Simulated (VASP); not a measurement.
# PbSe (Clausthalite) (Fm-3m) in VASP: a series of runs, part 2 of 2

VASP 6.6.1. The steps go on from the part before.

## 4. Single point, PBE

This run uses another cell than the first one, of 30.04 Å³/atom, 1.027 times its volume.

INCAR

```
PREC = Accurate
ENCUT = 520
EDIFF = 1E-6
ISMEAR = -1
SIGMA = 0.05
LREAL = F
LASPH = T
NELM = 100
ALGO = Normal
ISIF = 2
LWAVE = F
LCHARG = F
GGA = PE
NBANDS = 17
```

KPOINTS

```
Automatic mesh
0
Gamma
  8 8 8
```

POSCAR

```
PbSe
1.0
    0.0000000000      3.1087068753      3.1087068753
    3.1087068753      0.0000000000      3.1087068753
    3.1087068753      3.1087068753      0.0000000000
Pb Se
1 1
Direct
    0.0000000000      0.0000000000      0.0000000000
    0.5000000000      0.5000000000      0.5000000000
```

Potentials or basis: VASP PAW PBE potentials, release 64 (Pb_d, Se).

Started as:

```console
$ cat potpaw_PBE.64/Pb_d/POTCAR potpaw_PBE.64/Se/POTCAR > POTCAR
$ mpirun -np 1 vasp_std > vasp.out
```

OUTCAR:

```text
PREC = Accurate
   ENCUT = 520
   EDIFF = 1E-6
   ISMEAR = -1
   LREAL = F
   LASPH = T
   NELM = 100
   ISIF = 2
   GGA = PE

 ion  position               nearest neighbor table
   1  0.000  0.000  0.000-   2 3.11   2 3.11   2 3.11   2 3.11   2 3.11   2 3.11
   2  0.500  0.500  0.500-   1 3.11   1 3.11   1 3.11   1 3.11   1 3.11   1 3.11

  LATTYP: Found a face centered cubic cell.
 ALAT       =     6.2174137506

  Lattice vectors:

 A1 = (   0.0000000000,   3.1087068753,   3.1087068753)
 A2 = (   3.1087068753,   0.0000000000,   3.1087068753)
 A3 = (   3.1087068753,   3.1087068753,   0.0000000000)

Analysis of symmetry for initial positions (statically):
=====================================================================
 Subroutine PRICEL returns:
 Original cell was already a primitive cell.

 Routine SETGRP: Setting up the symmetry group for a
 face centered cubic supercell.

 Subroutine GETGRP returns: Found 48 space group operations
 (whereof 48 operations were pure point group operations)
 out of a pool of 48 trial point group operations.

The static configuration has the point symmetry O_h .

Analysis of symmetry for dynamics (positions and initial velocities):
=====================================================================
 Subroutine PRICEL returns:
 Original cell was already a primitive cell.

 Routine SETGRP: Setting up the symmetry group for a
 face centered cubic supercell.

 Subroutine GETGRP returns: Found 48 space group operations
 (whereof 48 operations were pure point group operations)
 out of a pool of 48 trial point group operations.

The dynamic configuration has the point symmetry O_h .

 Subroutine INISYM returns: Found 48 space group operations
 (whereof 48 operations are pure point group operations),
 and found     1 'primitive' translations

----------------------------------------------------------------------------------------

                                     Primitive cell
[... 109 lines left out ...]
   IMIX   =      4    mixing-type and parameters
     AMIX     =   0.40;   BMIX     =  1.00
     AMIX_MAG =   1.60;   BMIX_MAG =  1.00
  volume/ion in A,a.u.               =      30.04       202.74
  Fermi-wavevector in a.u.,A,eV,Ry     =   1.134562  2.144012 17.513853  1.287232
  Thomas-Fermi vector in A             =   2.271266
   LORBIT       =      0    0 simple, 1 ext, 2 COOP (PROOUT), +10 PAW based schemes
   GGA     = PE    functional components
   LHFCALC =     F    Hartree Fock is set to
   AEXX    =    0.0000 exact exchange contribution
   IVDW    =     0    specifies the selected vdW correction
   LEPSILON=     F    determine dielectric tensor
   LRPA    =     F    only Hartree local field effects (RPA)
 non-spin polarized calculation
  energy-cutoff  :      520.00
  volume of cell :       60.09
 maximum number of plane-waves:      1639
 NGX is ok and might be reduce to    36
   NGX = 17   NGY = 17   NGZ = 17

 number of electron      20.0000002 magnetization

 Free energy of the ion-electron system (eV)
  ---------------------------------------------------
  ext. energy  EPLUGINS =         0.00000000
  ---------------------------------------------------
  free energy    TOTEN  =        -8.19877809 eV

  energy without entropy =       -8.19867313  energy(sigma->0) =       -8.19872561

 E-fermi :   4.6881     XC(G=0):  -9.3162

 val. band max:        4.4692148854   @ k =   0.5000   0.0000   0.0000
 cond. band min:       4.9067651599   @ k =   0.5000   0.0000   0.0000
 fundamental gap:      0.4375502745
 Fermi energy:         4.6880783268

 k-point     1 :       0.0000    0.0000    0.0000
  band No.  band energies     occupation
      1     -12.2643      2.00000
      2     -12.2643      2.00000
      3     -12.2643      2.00000
      4     -12.2582      2.00000
      5     -12.2582      2.00000
      6      -8.7062      2.00000
[... 457 lines left out ...]
      4     -12.2467      2.00000
      5     -12.2345      2.00000
      6      -7.5855      2.00000
[... 9 lines left out ...]
     16      15.3240      0.00000
     17      15.3572      0.00000

 [... further k-points ...]

------------------------ aborting loop because EDIFF is reached ----------------------------------------

  FORCE on cell =-STRESS in cart. coord.  units (eV):
  Direction    XX          YY          ZZ          XY          YZ          ZX
  --------------------------------------------------------------------------------------
  -------------------------------------------------------------------------------------
  Total       -0.0083827     -0.0083827     -0.0083827     -0.0000000     -0.0000000      0.0000000
  in kB       -0.2235238     -0.2235238     -0.2235238     -0.0000000     -0.0000000      0.0000000
  external PRESSURE =      -0.2235238 kB  Pullay stress =       0.0000000 kB

 VOLUME and BASIS-vectors are now :
 -----------------------------------------------------------------------------
  energy-cutoff  :      520.00
  volume of cell :       60.09
      direct lattice vectors                 reciprocal lattice vectors
     0.000000000  3.108706875  3.108706875    -0.160838580  0.160838580  0.160838580
     3.108706875  0.000000000  3.108706875     0.160838580 -0.160838580  0.160838580
     3.108706875  3.108706875  0.000000000     0.160838580  0.160838580 -0.160838580

 POSITION                                       TOTAL-FORCE (eV/Angst)
 -----------------------------------------------------------------------------------
      0.00000      0.00000      0.00000        -0.000000     -0.000000     -0.000000
      3.10871      3.10871      3.10871         0.000000      0.000000      0.000000
 -----------------------------------------------------------------------------------
    total drift:                                0.000000      0.000000      0.000000

  FREE ENERGIE OF THE ION-ELECTRON SYSTEM (eV)
  ---------------------------------------------------
  free  energy   TOTEN  =        -8.1987780869 eV

  energy  without entropy=       -8.1986731328  energy(sigma->0) =       -8.19872561
```

OSZICAR:

```text
N       E                     dE             d eps       ncg     rms          rms(c)
DAV:   1     0.158301174804E+03    0.15830E+03   -0.95454E+03   986   0.118E+03
DAV:   2     0.303484581194E+01   -0.15527E+03   -0.15013E+03  1083   0.302E+02
DAV:   3    -0.826131662894E+01   -0.11296E+02   -0.11233E+02  1274   0.888E+01
DAV:   4    -0.851154494551E+01   -0.25023E+00   -0.24999E+00  1212   0.149E+01
DAV:   5    -0.852041743674E+01   -0.88725E-02   -0.88721E-02  1403   0.271E+00    0.271E+00
DAV:   6    -0.819954150110E+01    0.32088E+00   -0.81714E-01  1460   0.590E+00    0.147E+00
DAV:   7    -0.819551428406E+01    0.40272E-02   -0.12609E-01  1164   0.166E+00    0.839E-01
DAV:   8    -0.819925880141E+01   -0.37445E-02   -0.14525E-02  1206   0.127E+00    0.192E-01
DAV:   9    -0.819868061442E+01    0.57819E-03   -0.31742E-03  1466   0.514E-01    0.597E-02
DAV:  10    -0.819877016433E+01   -0.89550E-04   -0.23987E-04  1147   0.878E-02    0.212E-02
DAV:  11    -0.819877806629E+01   -0.79020E-05   -0.56922E-05  1276   0.761E-02    0.854E-03
DAV:  12    -0.819877808694E+01   -0.20653E-07   -0.29249E-06  1207   0.113E-02
   1 F= -.81987781E+01 E0= -.81987256E+01  d E =-.104954E-03
```

stdout:

```text
POSCAR found type information on POSCAR PbSe
 POSCAR found :  2 types and       2 ions
 scaLAPACK will be used
 LDA part: xc-table for (Slater+PW92), standard interpolation
 POSCAR, INCAR and KPOINTS ok, starting setup
 FFT: planning ... GRIDC
 FFT: planning ... GRID_SOFT
 FFT: planning ... GRID
 WAVECAR not read
 entering main loop
```

Wall time 31 s (1 thread of Intel Xeon 6975P-C, shared host); peak memory 0.22 GiB.

Results:

* Free energy: -8.1988 eV
* Pressure: 0.0 GPa
* Band gap on the k mesh: 0.44 eV, direct

Caveat: spin-orbit coupling is left out, which moves the levels of the heavy elements.

## 5. Single point, RPBE+D3(BJ)

This run uses another cell than the first one, of 29.82 Å³/atom, 1.020 times its volume.

INCAR

```
SYSTEM = PbSe
PREC = Accurate
ENCUT = 520
EDIFF = 1E-6
ISMEAR = -1
SIGMA = 0.05
LREAL = .FALSE.
LASPH = .TRUE.
NELM = 60
ALGO = Normal
ISIF = 2
LWAVE = .FALSE.
LCHARG = .FALSE.
GGA = RP
IVDW = 12
NBANDS = 17
```

KPOINTS

```
regular mesh
0
G
  8 8 8
  0 0 0
```

POSCAR

```
PbSe
1.0
    0.0000000000      3.1009263293      3.1009263293
    3.1009263293      0.0000000000      3.1009263293
    3.1009263293      3.1009263293      0.0000000000
Pb Se
1 1
Direct
    0.0000000000      0.0000000000      0.0000000000
    0.5000000000      0.5000000000      0.5000000000
```

Started as:

```console
$ cat potpaw_PBE.64/Pb_d/POTCAR potpaw_PBE.64/Se/POTCAR > POTCAR
$ mpirun -np 1 vasp_std > vasp.out
```

Run time: 29 s. Hardware: 1 thread of Intel Xeon 6975P-C, shared host; peak memory 0.22 GiB.

Results (log left out):

* Free energy: -10.7750 eV
* Pressure: -11.3 GPa
* Band gap on the k mesh: 0.50 eV, direct
* Dispersion energy per atom: -1.633 eV

Levels at points of the mesh, in eV from the valence-band top:
```tsv
k point	band 6	band 7	band 8	band 9	band 10	band 11	band 12	band 13	band 14	band 15
(0.00, 0.00, 0.00)	-13.22	-6.29	-1.69	-1.69	-1.69	4.70	4.70	4.70	6.67	6.67
(0.50, 0.00, 0.00)	-12.24	-8.54	-1.31	-1.31	0.00	0.50	1.85	1.85	8.66	10.17
(0.50, 0.50, 0.00)	-11.93	-7.27	-4.61	-2.96	-2.96	3.98	5.53	5.53	5.97	11.21
```

Caveat: the PAW data sets were made with another functional, which shifts forces and pressure a little; spin-orbit coupling is left out, which moves the levels of the heavy elements. A k mesh can miss the band edges.

## 6. Single point, PBE0

This run uses another cell than the first one, of 30.39 Å³/atom, 1.039 times its volume.

POSCAR

```
PbSe
1.0
    0.0000000000      3.1206779849      3.1206779849
    3.1206779849      0.0000000000      3.1206779849
    3.1206779849      3.1206779849      0.0000000000
Pb Se
1 1
Direct
    0.0000000000      0.0000000000      0.0000000000
    0.5000000000      0.5000000000      0.5000000000
```

INCAR.step1

```
PREC = Accurate ; ENCUT = 520
EDIFF = 1E-5 ; ISMEAR = -1
SIGMA = 0.05 ; LREAL = F
LASPH = T ; NELM = 100
ALGO = Normal ; ISIF = 2
LWAVE = T ; LCHARG = F
GGA = PE ; NBANDS = 17
```

INCAR.step2

```
PREC = Accurate ; ENCUT = 520
EDIFF = 1E-7 ; ISMEAR = -1
SIGMA = 0.05 ; LREAL = F
LASPH = T ; NELM = 100
ALGO = Normal ; ISIF = 2
LWAVE = F ; LCHARG = F
GGA = PE ; LHFCALC = T
AEXX = 0.25 ; PRECFOCK = Normal
ISTART = 1 ; NBANDS = 17
```

KPOINTS

```
Automatic mesh
0
Gamma
  4 4 4
```

Potentials or basis: VASP PAW PBE potentials, release 64 (Pb_d, Se).

Started as:

```console
$ cat potpaw_PBE.64/Pb_d/POTCAR potpaw_PBE.64/Se/POTCAR > POTCAR
$ cp INCAR.step1 INCAR
$ mpirun -np 1 vasp_std > vasp.out
$ cp INCAR.step2 INCAR
$ mpirun -np 1 vasp_std > vasp.out
```

It took 21 min on 1 thread of Intel Xeon 6975P-C, shared host; peak memory 0.22 GiB.

It converged, with:

```yaml
Free_energy: -10.7603 eV
Pressure: -1.8 GPa
Band_gap_on_the_k_mesh: 1.57 eV, direct
```

Levels at points of the mesh, in eV from the valence-band top:
```
           k point  band 6  band 7  band 8  band 9  band 10  band 11  band 12  band 13  band 14  band 15
(0.00, 0.00, 0.00)  -14.55   -6.75   -1.89   -1.89    -1.89     6.12     6.12     6.12     8.04     8.04
(0.50, 0.00, 0.00)  -13.51   -9.29   -1.50   -1.50     0.00     1.57     3.03     3.03     9.99    11.68
(0.50, 0.50, 0.00)  -13.17   -7.83   -5.12   -3.29    -3.29     5.14     7.02     7.02     7.46    12.88
```

Caveat: the k points lie up to 0.44 Å⁻¹ apart; the PAW data sets were made with another functional, which shifts forces and pressure a little; spin-orbit coupling is left out, which moves the levels of the heavy elements. A k mesh can miss the band edges.

## 7. Summary

```tsv
level	cell	k mesh	grid for exact exchange (PRECFOCK)	gap on the mesh (eV)	pressure (GPa)
RPBE+D3(BJ)	a = 4.357 Å, angles 60.0°, 2 atoms	8 × 8 × 8	-	0.44	-10.9
revPBE+D4	a = 4.357 Å, angles 60.0°, 2 atoms	8 × 8 × 8	-	0.42	-0.6
PBE	a = 4.396 Å, angles 60.0°, 2 atoms	8 × 8 × 8	-	0.44	0.0
RPBE+D3(BJ)	a = 4.385 Å, angles 60.0°, 2 atoms	8 × 8 × 8	-	0.50	-11.3
PBE0	a = 4.413 Å, angles 60.0°, 2 atoms	4 × 4 × 4	Normal	1.57	-1.8
```

Alike in all rows: task single point; potentials or basis VASP PAW PBE potentials, release 64 (Pb_d, Se); no spin polarisation; cutoff (eV) 520; smearing fermi-dirac 0.05 eV.

Caveats: some runs use coarse meshes; spin-orbit coupling is left out, which moves the levels of the heavy elements; the PAW data sets were made with another functional, which shifts forces and pressure a little (some runs).

Absolute energies hang on the potentials; compare differences alone.

## 8. How close it comes

Step 3. Against the measured gap of PbSe, 0.15 eV (direct; 4.2 K; a printed reference work, monograph), the calculated 0.42 eV is off by +0.27 eV. 2 values of this kind are on record (0.15 to 0.28 eV); this one was drawn at random. Spin-orbit coupling on Pb, Se is left out. The value is that of revPBE+D4 on a finite k mesh, which can miss the band edges, without temperature or zero-point motion.

Step 4. A measured gap of PbSe is 0.15 eV (direct; 4.2 K; a printed reference work, monograph); the calculated 0.44 eV misses it by +0.29 eV. 2 values of this kind are on record (0.15 to 0.28 eV); this one was drawn at random. Spin-orbit coupling on Pb, Se is left out. The value is that of PBE on a finite k mesh, which can miss the band edges, without temperature or zero-point motion.
